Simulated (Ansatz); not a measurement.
A relaxation computed with Ansatz, from input to last step.

```yaml
crystal:
  lattice:
    - [17.7, 0.0, 0.0]
    - [0.0, 16.8, 0.0]
    - [0.0, 0.0, 11.5261910506]
  atoms:
    - { symbol: Sn, position: [0.5767443301, 0.5, 0.1666666667] }
    - { symbol: Sn, position: [0.4232556699, 0.5, 0.75] }
    - { symbol: Sn, position: [0.4232556699, 0.5, 0.5] }
    - { symbol: Sn, position: [0.5767443301, 0.5, 0.4166666667] }
    - { symbol: Sn, position: [0.3465113399, 0.3599539348, 0.1666666667] }
    - { symbol: Sn, position: [0.6534886601, 0.3599539348, 0.5] }
    - { symbol: Sn, position: [0.5, 0.6400460652, 0.8333333333] }
    - { symbol: Sn, position: [0.5, 0.3599539348, 0.0833333333] }
    - { symbol: Sn, position: [0.5, 0.3599539348, 0.8333333333] }
    - { symbol: Sn, position: [0.5, 0.6400460652, 0.0833333333] }
    - { symbol: Sn, position: [0.3465113399, 0.3599539348, 0.4166666667] }
    - { symbol: Sn, position: [0.6534886601, 0.3599539348, 0.75] }
    - { symbol: H, position: [0.6683619318, 0.5, 0.1169248803] }
    - { symbol: H, position: [0.3316380682, 0.5, 0.7997417864] }
    - { symbol: H, position: [0.377446869, 0.5835936976, 0.4502582136] }
    - { symbol: H, position: [0.622553131, 0.5835936976, 0.4664084531] }
    - { symbol: H, position: [0.300702539, 0.2763602372, 0.1169248803] }
    - { symbol: H, position: [0.300702539, 0.4435476323, 0.1169248803] }
    - { symbol: H, position: [0.6076798592, 0.2763602372, 0.4502582136] }
    - { symbol: H, position: [0.7451062619, 0.3599539348, 0.4502582136] }
    - { symbol: H, position: [0.4541911991, 0.7236397628, 0.7835915469] }
    - { symbol: H, position: [0.5916176018, 0.6400460652, 0.7835915469] }
    - { symbol: H, position: [0.5458088009, 0.2763602372, 0.1330751197] }
    - { symbol: H, position: [0.4541911991, 0.2763602372, 0.7835915469] }
    - { symbol: H, position: [0.5458088009, 0.7236397628, 0.1330751197] }
    - { symbol: H, position: [0.4083823982, 0.6400460652, 0.1330751197] }
    - { symbol: H, position: [0.3923201408, 0.2763602372, 0.4664084531] }
    - { symbol: H, position: [0.2548937381, 0.3599539348, 0.4664084531] }
    - { symbol: H, position: [0.699297461, 0.2763602372, 0.7997417864] }
    - { symbol: H, position: [0.699297461, 0.4435476323, 0.7997417864] }
basis:
  ecutwfc: 420
kpoints:
  mp_grid: { grid: [1, 1, 5] }
hamiltonian:
  xc: pbe
scf:
  occupations: { method: gaussian, width: 0.05 }
output:
  forces: true
  stress: true
  eigenvalues: true
  populations: true
  write_density: true
  write_potential: true
  elf: true
  volumetric_format: npy
relax:
  adjacent_minimum: "off"
  f_tol: 0.02
  max_steps: 45
  cell: { fix: [a, b, alpha, beta, gamma], stress_tol: 0.03 }
```

```bash
ansatz run input.yaml --threads 4 --pin off --max-ram 11264MiB --backend cpu --events-out ev --progress --plain --runs-dir out
```

Method: Ansatz, DFT PBE, scalar-relativistic, plane waves, PAW.

Of 5 frames 4 are shown, positions in Å and forces in eV/Å; the SCF threshold varies from step to step. Steps run on the plane waves of an earlier cell, with a Pulay correction in the pressure. The basis is chosen afresh for the last frame, the zero of the energies, and at times for earlier ones too; energy and pressure step there, also at an unchanged geometry. The mark taken_back stands on steps that the optimiser undid.

```xyz
30
Lattice="17.7000 0.0000 0.0000 0.0000 16.8000 0.0000 0.0000 0.0000 11.5262" Properties=species:S:1:pos:R:3:forces:R:3 pbc="T T T" step=1 free_energy_over_end_meV_per_atom=6.32 pressure_GPa=-0.11
Sn   10.2084    8.4000    1.9210   -0.5492    0.0578    0.1859
Sn    7.4916    8.4000    8.6446    0.5492    0.0578   -0.1859
Sn    7.4916    8.4000    5.7631    0.2246   -0.5045    0.1859
Sn   10.2084    8.4000    4.8026   -0.2246   -0.5045   -0.1859
Sn    6.1333    6.0472    1.9210    0.5117   -0.0739    0.4244
Sn   11.5667    6.0472    5.7631   -0.1919    0.4800    0.4243
Sn    8.8500   10.7528    9.6052   -0.3199   -0.4063    0.4243
Sn    8.8500    6.0472    0.9605   -0.3246    0.4467   -0.1859
Sn    8.8500    6.0472    9.6052    0.3246    0.4467    0.1859
Sn    8.8500   10.7528    0.9605    0.3199   -0.4063   -0.4243
Sn    6.1333    6.0472    4.8026    0.1919    0.4800   -0.4243
Sn   11.5667    6.0472    8.6446   -0.5117   -0.0739   -0.4244
H    11.8300    8.4000    1.3477    0.1987    0.0129   -0.0894
H     5.8700    8.4000    9.2180   -0.1987    0.0129    0.0894
H     6.6808    9.8044    5.1898   -0.1106    0.1657   -0.0894
H    11.0192    9.8044    5.3759    0.1106    0.1657    0.0894
H     5.3224    4.6429    1.3477   -0.1053   -0.0736   -0.0987
H     5.3224    7.4516    1.3477   -0.0596    0.0557   -0.0554
H    10.7559    4.6429    5.1898   -0.0184   -0.0794   -0.0554
H    13.1884    6.0472    5.1898    0.1164   -0.0544   -0.0987
H     8.0392   12.1571    9.0318   -0.0110    0.1281   -0.0987
H    10.4716   10.7528    9.0318    0.0780    0.0238   -0.0554
H     9.6608    4.6429    1.5338    0.0882   -0.1786    0.0894
H     8.0392    4.6429    9.0318   -0.0882   -0.1786   -0.0894
H     9.6608   12.1571    1.5338    0.0110    0.1281    0.0987
H     7.2284   10.7528    1.5338   -0.0780    0.0238    0.0554
H     6.9441    4.6429    5.3759    0.0184   -0.0794    0.0554
H     4.5116    6.0472    5.3759   -0.1164   -0.0544    0.0987
H    12.3776    4.6429    9.2180    0.1053   -0.0736    0.0987
H    12.3776    7.4516    9.2180    0.0596    0.0557    0.0554
30
Lattice="17.7000 0.0000 0.0000 0.0000 16.8000 0.0000 0.0000 0.0000 11.4520" Properties=species:S:1:pos:R:3:forces:R:3 pbc="T T T" step=2 free_energy_over_end_meV_per_atom=31.25 pressure_GPa=0.41 taken_back
Sn   10.0205    8.4128    1.9620    0.9200   -0.3482   -0.1758
Sn    7.6795    8.4128    8.5357   -0.9200   -0.3482    0.1758
Sn    7.5744    8.2309    5.7793   -0.1584    0.9709   -0.1758
Sn   10.1256    8.2309    4.7184    0.1584    0.9709    0.1758
Sn    6.2867    6.0035    2.0176   -1.0526    0.0890   -1.3103
Sn   11.5279    6.2020    5.8349    0.4492   -0.9560   -1.3102
Sn    8.7354   10.6417    9.6523    0.6033    0.8671   -1.3102
Sn    8.7450    6.2035    0.9010    0.7616   -0.6225    0.1758
Sn    8.9550    6.2035    9.5967   -0.7616   -0.6225   -0.1758
Sn    8.9646   10.6417    0.8454   -0.6033    0.8671    1.3102
Sn    6.1721    6.2020    4.6627   -0.4492   -0.9560    1.3102
Sn   11.4133    6.0035    8.4801    1.0526    0.0890    1.3103
H    11.6747    8.4168    1.3701   -0.1674   -0.0985    0.0989
H     6.0253    8.4168    9.1276    0.1674   -0.0985   -0.0989
H     6.7439    9.6615    5.1875    0.1690   -0.0957    0.0989
H    10.9561    9.6615    5.3102   -0.1690   -0.0957   -0.0989
H     5.3861    4.6590    1.3636    0.1488    0.0763    0.1749
H     5.4192    7.3792    1.3954    0.0112   -0.0404    0.0363
H    10.7703    4.7629    5.2128    0.0294    0.0298    0.0363
H    13.1426    6.0943    5.1810   -0.1404    0.0907    0.1748
H     8.0213   12.0940    8.9983   -0.0083   -0.1671    0.1749
H    10.3605   10.7052    9.0301   -0.0406    0.0105    0.0363
H     9.5686    4.7690    1.4929    0.0016    0.1941   -0.0988
H     8.1314    4.7690    9.0048   -0.0016    0.1941    0.0988
H     9.6786   12.0940    1.4994    0.0083   -0.1671   -0.1749
H     7.3395   10.7052    1.4676    0.0406    0.0105   -0.0363
H     6.9297    4.7629    5.2849   -0.0294    0.0298   -0.0363
H     4.5574    6.0943    5.3167    0.1404    0.0907   -0.1748
H    12.3139    4.6590    9.1341   -0.1488    0.0763   -0.1749
H    12.2808    7.3792    9.1023   -0.0112   -0.0404   -0.0363
30
Lattice="17.7000 0.0000 0.0000 0.0000 16.8000 0.0000 0.0000 0.0000 11.5214" Properties=species:S:1:pos:R:3:forces:R:3 pbc="T T T" step=3 free_energy_over_end_meV_per_atom=0.18 pressure_GPa=-0.02
Sn   10.1495    8.3976    1.9420   -0.0211    0.0253   -0.0334
Sn    7.5505    8.3976    8.6193    0.0211    0.0253    0.0334
Sn    7.5232    8.3502    5.7824   -0.0114   -0.0309   -0.0334
Sn   10.1768    8.3502    4.7788    0.0114   -0.0309    0.0334
Sn    6.1789    6.0123    1.9453    0.0294    0.0605    0.0545
Sn   11.5742    6.1043    5.7858   -0.0671   -0.0048    0.0545
Sn    8.7969   10.7306    9.6263    0.0377   -0.0557    0.0545
Sn    8.8226    6.0995    0.9384   -0.0324    0.0056    0.0334
Sn    8.8774    6.0995    9.6229    0.0324    0.0056   -0.0334
Sn    8.9031   10.7306    0.9350   -0.0377   -0.0557   -0.0545
Sn    6.1258    6.1043    4.7755    0.0671   -0.0048   -0.0545
Sn   11.5211    6.0123    8.6159   -0.0294    0.0605   -0.0545
H    11.7869    8.3867    1.3592   -0.0026   -0.0145    0.0081
H     5.9131    8.3867    9.2021    0.0026   -0.0145   -0.0081
H     6.7139    9.7737    5.1996    0.0139    0.0050    0.0081
H    10.9861    9.7737    5.3617   -0.0139    0.0050   -0.0081
H     5.3337    4.6276    1.3448    0.0010   -0.0147    0.0026
H     5.3410    7.4038    1.3499   -0.0081   -0.0014   -0.0136
H    10.7881    4.6828    5.1904    0.0053   -0.0063   -0.0136
H    13.1960    6.0647    5.1853    0.0123    0.0082    0.0026
H     8.0203   12.1550    9.0258   -0.0132    0.0066    0.0026
H    10.4209   10.7606    9.0309    0.0028    0.0077   -0.0136
H     9.6508    4.6869    1.5212    0.0113    0.0094   -0.0081
H     8.0492    4.6869    9.0401   -0.0113    0.0094    0.0081
H     9.6797   12.1550    1.5355    0.0132    0.0066   -0.0026
H     7.2791   10.7606    1.5304   -0.0028    0.0077    0.0136
H     6.9119    4.6828    5.3709   -0.0053   -0.0063    0.0136
H     4.5040    6.0647    5.3760   -0.0123    0.0082   -0.0026
H    12.3663    4.6276    9.2165   -0.0010   -0.0147   -0.0026
H    12.3590    7.4038    9.2114    0.0081   -0.0014    0.0136
30
Lattice="17.7000 0.0000 0.0000 0.0000 16.8000 0.0000 0.0000 0.0000 11.5176" Properties=species:S:1:pos:R:3:forces:R:3 pbc="T T T" step=5 free_energy_over_end_meV_per_atom=0.00 pressure_GPa=0.01
Sn   10.1460    8.3966    1.9408   -0.0094   -0.0029    0.0033
Sn    7.5540    8.3966    8.6170    0.0094   -0.0029   -0.0033
Sn    7.5258    8.3476    5.7800    0.0072   -0.0067    0.0033
Sn   10.1742    8.3476    4.7779   -0.0072   -0.0067   -0.0033
Sn    6.1871    6.0266    1.9496    0.0110   -0.0017    0.0053
Sn   11.5577    6.1042    5.7888   -0.0039    0.0103    0.0053
Sn    8.8052   10.7164    9.6280   -0.0070   -0.0086    0.0053
Sn    8.8217    6.1030    0.9386   -0.0022    0.0095   -0.0033
Sn    8.8783    6.1030    9.6192    0.0022    0.0095    0.0033
Sn    8.8948   10.7164    0.9298    0.0070   -0.0086   -0.0053
Sn    6.1423    6.1042    4.7690    0.0039    0.0103   -0.0053
Sn   11.5129    6.0266    8.6083   -0.0110   -0.0017   -0.0053
H    11.7843    8.3752    1.3645    0.0080   -0.0006   -0.0030
H     5.9157    8.3752    9.1933   -0.0080   -0.0006    0.0030
H     6.7252    9.7772    5.2037   -0.0034    0.0072   -0.0030
H    10.9748    9.7772    5.3541    0.0034    0.0072    0.0030
H     5.3497    4.6304    1.3646   -0.0031   -0.0129   -0.0039
H     5.3367    7.4036    1.3424   -0.0068    0.0135   -0.0044
H    10.7905    4.6792    5.1816   -0.0083   -0.0126   -0.0044
H    13.1856    6.0771    5.2039    0.0127    0.0038   -0.0040
H     8.0149   12.1398    9.0431   -0.0096    0.0091   -0.0040
H    10.4229   10.7644    9.0208    0.0151   -0.0009   -0.0044
H     9.6594    4.6949    1.5149    0.0045   -0.0065    0.0030
H     8.0406    4.6949    9.0429   -0.0045   -0.0065   -0.0030
H     9.6851   12.1398    1.5147    0.0096    0.0091    0.0040
H     7.2771   10.7644    1.5370   -0.0151   -0.0009    0.0044
H     6.9095    4.6792    5.3762    0.0083   -0.0126    0.0044
H     4.5144    6.0771    5.3540   -0.0127    0.0038    0.0040
H    12.3503    4.6304    9.1932    0.0031   -0.0129    0.0039
H    12.3633    7.4036    9.2155    0.0068    0.0135    0.0044
```

The run took 3.7 min on 4 threads of Intel(R) Xeon(R) Platinum 8259CL CPU @ 2.50GHz (Skylake/Cascade Lake), with other jobs on the host, peak memory 5.4 GiB.